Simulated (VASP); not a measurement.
# SnSe in VASP: further runs

Runs on SnSe. Level: HSE06. Tasks: single point.

Everything below comes from runs of VASP 6.6.1. Logs are shortened: lines on timing, memory, paths and dates and some standing lists are left out, and cuts for length are marked.

### 1 Starting point

The cell holds a slab with vacuum, 4 atoms: a = 4.285 Å, b = 4.285 Å, c = 10.991 Å, α = 90.00°, β = 90.00°, γ = 90.00°.

### 2 Single point, HSE06

Contents of POSCAR:

```
SnSe
1.0
    4.2853274191      0.0000000000      0.0000000000
    0.0000000000      4.2853274191      0.0000000000
    0.0000000000      0.0000000000     10.9906921300
Sn Se
2 2
Direct
    0.0000000000      0.5000000000      0.6277708900
    0.5000000000      0.0000000000      0.3722291100
    0.0000000000      0.5000000000      0.3839605100
    0.5000000000      0.0000000000      0.6160394900
```

Contents of INCAR.step1:

```
PREC = Accurate
ENCUT = 400
EDIFF = 1E-5
ISMEAR = 0
SIGMA = 0.01
LREAL = False
LASPH = True
NELM = 100
ALGO = Normal
ISIF = 2
LWAVE = True
LCHARG = False
NKRED = 1
NBANDS = 28
GGA = PE
```

Contents of INCAR.step2:

```
PREC = Accurate
ENCUT = 400
EDIFF = 1E-6
ISMEAR = 0
SIGMA = 0.01
LREAL = False
LASPH = True
NELM = 100
ALGO = Normal
ISIF = 2
LWAVE = False
LCHARG = False
GGA = PE
LHFCALC = True
HFSCREEN = 0.2
PRECFOCK = Fast
NKRED = 1
NBANDS = 28
ISTART = 1
```

Contents of KPOINTS:

```
regular mesh
0
Gamma
  3 3 1
```

Potentials or basis: VASP PAW PBE potentials, release 64 (Sn_d, Se).

Launch:

```sh
> cat potpaw_PBE.64/Sn_d/POTCAR potpaw_PBE.64/Se/POTCAR > POTCAR
> cp INCAR.step1 INCAR
> mpirun -np 1 vasp_std > vasp.out
> cp INCAR.step2 INCAR
> mpirun -np 1 vasp_std > vasp.out
```

OUTCAR:

```text
PREC = Accurate
   ENCUT = 400
   EDIFF = 1E-6
   ISMEAR = 0
   LREAL = False
   LASPH = True
   NELM = 100
   ISIF = 2
   GGA = PE
   LHFCALC = True
   HFSCREEN = 0.2
   PRECFOCK = Fast
   NKRED = 1
   ISTART = 1

 Found      3 irreducible k-points:

 Following reciprocal coordinates:
            Coordinates               Weight
  0.000000  0.000000  0.000000      1.000000
  0.333333  0.000000  0.000000      4.000000
  0.333333  0.333333  0.000000      4.000000
   k-points           NKPTS =      3   k-points in BZ     NKDIM =      9   number of bands    NBANDS=     28
   number of dos      NEDOS =    301   number of ions     NIONS =      4
   total plane-waves  NPLWV =  56448
   dimension x,y,z NGX =    28 NGY =   28 NGZ =   72
   dimension x,y,z NGXF=    56 NGYF=   56 NGZF=  144
   ions per type =               2   2
   NGX,Y,Z   is equivalent  to a cutoff of  10.86, 10.86, 10.89 a.u.
   NGXF,Y,Z  is equivalent  to a cutoff of  21.72, 21.72, 21.78 a.u.
 SYSTEM =  unknown system
   PREC   = accura    normal or accurate (medium, high low for compatibility)
   ISTART =      1    job   : 0-new  1-cont  2-samecut
   ICHARG =      0    charge: 1-file 2-atom 10-const
   ISPIN  =      1    spin polarized calculation?
   LNONCOLLINEAR =      F non collinear calculations
   LSORBIT =      F    spin-orbit coupling
   LASPH  =      T    aspherical Exc in radial PAW
   ENCUT  =  400.0 eV  29.40 Ry    5.42 a.u.   6.99  6.99 17.92*2*pi/ulx,y,z
   NELM   =    100;   NELMIN=  2; NELMDL=  0     # of ELM steps
   EDIFF  = 0.1E-05   stopping-criterion for ELM
   LREAL  =      F    real-space projection
   EDIFFG = 0.1E-04   stopping-criterion for IOM
   NSW    =      0    number of steps for IOM
   IBRION =     -1    ionic relax: 0-MD 1-quasi-New 2-CG
   NFREE  =      0    steps in history (QN), initial steepest desc. (CG)
   ISIF   =      2    stress and relaxation
   ISYM   =      3    0-nonsym 1-usesym 2-fastsym
   POTIM  = 0.5000    time-step for ionic-motion
   TEBEG  =    0.0;   TEEND  =   0.0 temperature during run
   PSTRESS=    0.0 pullay stress
   NELECT =      40.0000    total number of electrons
   NUPDOWN=      -1.0000    fix difference up-down
   EMIN   =  10.00;   EMAX   =-10.00  energy-range for DOS
   EFERMI =   0.00;   METHOD = LEGACY
   ISMEAR =     0;   SIGMA  =   0.01  broadening in eV -4-tet -1-fermi 0-gaus
   EFERMI_NEDOS =   21; number of points for ismear=-14 and -15
   IALGO  =     38    algorithm
   IMIX   =      1    mixing-type and parameters
     AMIX     =   0.40;   BMIX     =  1.00
     AMIX_MAG =   1.60;   BMIX_MAG =  1.00
  volume/ion in A,a.u.               =      50.46       340.51
  Fermi-wavevector in a.u.,A,eV,Ry     =   0.954473  1.803693 12.395171  0.911019
  Thomas-Fermi vector in A             =   2.083223
   LORBIT       =      0    0 simple, 1 ext, 2 COOP (PROOUT), +10 PAW based schemes
   GGA     = PE    functional components
   LHFCALC =     T    Hartree Fock is set to
   PRECFOCK=fast      Normal, Fast or Accurate (Low or Medium for compatibility)
   ENCUT4O =  -1.0   cutoff for four orbital integrals eV
   NKREDX  =     1    reduce k-point grid by
   NKREDY  =     1    reduce k-point grid by
   NKREDZ  =     1    reduce k-point grid by
   AEXX    =    0.2500 exact exchange contribution
   HFSCREEN=    0.2000 screening length (either q_TF or 0.3 A-1)
   HFSCREENC=   0.2000 screening length for correlation (either q_TF or 0.3 A-1)
   ENCUTFOCK=  -1.0 apply spherical cutoff to Coloumb kernel
   IVDW    =     0    specifies the selected vdW correction
   LEPSILON=     F    determine dielectric tensor
   LRPA    =     F    only Hartree local field effects (RPA)
 non-spin polarized calculation
 Gauss-broadening in eV      SIGMA  =   0.01
  energy-cutoff  :      400.00
  volume of cell :      201.83
 maximum number of plane-waves:      3688
 NGX is ok and might be reduce to    28
  NGX = 16; NGY = 16; NGZ = 42

 number of electron      40.0000022 magnetization

 Free energy of the ion-electron system (eV)
  ---------------------------------------------------
  ext. energy  EPLUGINS =         0.00000000
  ---------------------------------------------------
  free energy    TOTEN  =       -19.56166685 eV

  energy without entropy =      -19.56166685  energy(sigma->0) =      -19.56166685

 E-fermi :   0.3536     XC(G=0):  -5.1075

 val. band max:        0.2781206795   @ k =   0.3333   0.0000   0.0000
 cond. band min:       2.3150617787   @ k =   0.3333   0.0000   0.0000
 fundamental gap:      2.0369410992
 Fermi energy:         0.3536270685

 k-point     1 :       0.0000    0.0000    0.0000
  band No.  band energies     occupation
      1     -22.9812      2.00000
      2     -22.9783      2.00000
      3     -22.9757      2.00000
      4     -22.9715      2.00000
      5     -22.9633      2.00000
      6     -22.9330      2.00000
      7     -22.9268      2.00000
      8     -22.9268      2.00000
      9     -22.9128      2.00000
     10     -22.9128      2.00000
     11     -14.4201      2.00000
     12     -13.0804      2.00000
     13      -6.4716      2.00000
     14      -5.0220      2.00000
     15      -3.4485      2.00000
     16      -3.1088      2.00000
     17      -3.1088      2.00000
     18      -1.6520      2.00000
     19      -1.6520      2.00000
     20      -0.0723      2.00000
     21       2.5324      0.00000
     22       4.3860      0.00000
     23       4.6544      0.00000
     24       5.5756      0.00000
     25       5.5756      0.00000
     26       6.4857      0.00000
     27       6.7519      0.00000
     28       6.9961      0.00000

 k-point     2 :       0.3333    0.0000    0.0000
  band No.  band energies     occupation
      1     -22.9837      2.00000
      2     -22.9804      2.00000
      3     -22.9740      2.00000
      4     -22.9709      2.00000
      5     -22.9503      2.00000
      6     -22.9356      2.00000
      7     -22.9255      2.00000
      8     -22.9223      2.00000
      9     -22.9184      2.00000
     10     -22.9155      2.00000
     11     -13.9026      2.00000
     12     -13.1426      2.00000
     13      -7.5309      2.00000
     14      -6.7428      2.00000
     15      -2.9807      2.00000
     16      -2.2281      2.00000
     17      -2.0208      2.00000
     18      -1.2161      2.00000
     19      -0.4858      2.00000
     20       0.2781      2.00000
     21       2.3151      0.00000
     22       3.1245      0.00000
     23       3.2148      0.00000
     24       3.8984      0.00000
     25       4.1562      0.00000
     26       5.0402      0.00000
     27       5.7426      0.00000
     28       7.3835      0.00000

 k-point     3 :       0.3333    0.3333    0.0000
  band No.  band energies     occupation
      1     -22.9940      2.00000
      2     -22.9933      2.00000
      3     -22.9650      2.00000
      4     -22.9636      2.00000
      5     -22.9398      2.00000
      6     -22.9344      2.00000
      7     -22.9309      2.00000
      8     -22.9261      2.00000
      9     -22.9164      2.00000
     10     -22.9133      2.00000
     11     -13.4950      2.00000
     12     -13.0736      2.00000
     13      -6.9599      2.00000
     14      -6.5944      2.00000
     15      -4.6443      2.00000
     16      -3.1158      2.00000
     17      -2.9337      2.00000
     18      -1.9415      2.00000
     19      -1.7785      2.00000
     20      -0.7875      2.00000
     21       3.1916      0.00000
     22       4.4655      0.00000
     23       4.7628      0.00000
     24       5.2342      0.00000
     25       5.7801      0.00000
     26       6.0491      0.00000
     27       6.3215      0.00000
     28       7.1283      0.00000

------------------------ aborting loop because EDIFF is reached ----------------------------------------

  FORCE on cell =-STRESS in cart. coord.  units (eV):
  Direction    XX          YY          ZZ          XY          YZ          ZX
  --------------------------------------------------------------------------------------
  -------------------------------------------------------------------------------------
  Total       -0.6518039     -0.6518039      0.8282189      0.0000000      0.0000000     -0.0000000
  in kB       -5.1740963     -5.1740963      6.5744989      0.0000000      0.0000000     -0.0000000
  external PRESSURE =      -1.2578979 kB  Pullay stress =       0.0000000 kB

 VOLUME and BASIS-vectors are now :
 -----------------------------------------------------------------------------
  energy-cutoff  :      400.00
  volume of cell :      201.83
      direct lattice vectors                 reciprocal lattice vectors
     4.285327419  0.000000000  0.000000000     0.233354398  0.000000000  0.000000000
     0.000000000  4.285327419  0.000000000     0.000000000  0.233354398  0.000000000
     0.000000000  0.000000000 10.990692130     0.000000000  0.000000000  0.090986081

 POSITION                                       TOTAL-FORCE (eV/Angst)
 -----------------------------------------------------------------------------------
      0.00000      2.14266      6.89964         0.000000      0.000000      0.034983
      2.14266      0.00000      4.09106         0.000000      0.000000     -0.034983
      0.00000      2.14266      4.21999        -0.000000      0.000000     -0.369249
      2.14266      0.00000      6.77070        -0.000000      0.000000      0.369249
 -----------------------------------------------------------------------------------
    total drift:                                0.000002     -0.000001      0.000000

  FREE ENERGIE OF THE ION-ELECTRON SYSTEM (eV)
  ---------------------------------------------------
  free  energy   TOTEN  =       -19.5616668486 eV

  energy  without entropy=      -19.5616668486  energy(sigma->0) =      -19.56166685
```

Run time: 49 s. Hardware: 1 thread of Intel Xeon 6975P-C (Granite Rapids), shared host; peak memory 0.33 GiB.

The run converged, but some of its settings lie outside the range that counts as converged, so its numbers aren't taken as properties of the slab.

What came out:

| Property | Result |
| --- | --- |
| Free energy | -19.5617 eV |
| Largest force | 0.369 eV/Å |
| Band gap on the k mesh | 2.04 eV, direct |

Caveat: the k mesh is coarse (spacing up to 0.49 Å⁻¹), so the values aren't converged, least of all with exact exchange; the PAW data sets were made with another functional, which shifts forces and pressure a little; spin-orbit coupling is left out, which moves the levels of the heavy elements.

### 3 Single point, HSE06

POSCAR is that of step 2.

INCAR.step1, as its differences from that of step 2:

```diff
@@ -1,3 +1,3 @@
 PREC = Accurate
-ENCUT = 400
+ENCUT = 300
 EDIFF = 1E-5
```

INCAR.step2, as its differences from that of step 2:

```diff
@@ -1,3 +1,3 @@
 PREC = Accurate
-ENCUT = 400
+ENCUT = 300
 EDIFF = 1E-6
```

Contents of KPOINTS:

```
regular mesh
0
Gamma
  4 4 2
```

Potentials or basis: VASP PAW PBE potentials, release 64 (Sn_d, Se).

Launch:

```sh
> cat potpaw_PBE.64/Sn_d/POTCAR potpaw_PBE.64/Se/POTCAR > POTCAR
> cp INCAR.step1 INCAR
> mpirun -np 1 vasp_std > vasp.out
> cp INCAR.step2 INCAR
> mpirun -np 1 vasp_std > vasp.out
```

It took 6.1 min on 1 thread of Intel Xeon 6975P-C (Granite Rapids), shared host; peak memory 0.31 GiB.

These settings aren't checked as converged: the numbers below hold their error.

Results:

- Free energy: -19.5091 eV
- Largest force: 0.095 eV/Å
- Band gap on the k mesh: 2.17 eV, indirect (least direct gap 2.20 eV)

Caveat: the PAW data sets were made with another functional, which shifts forces and pressure a little; spin-orbit coupling is left out, which moves the levels of the heavy elements.

(Part 1 of 2 ends here.)
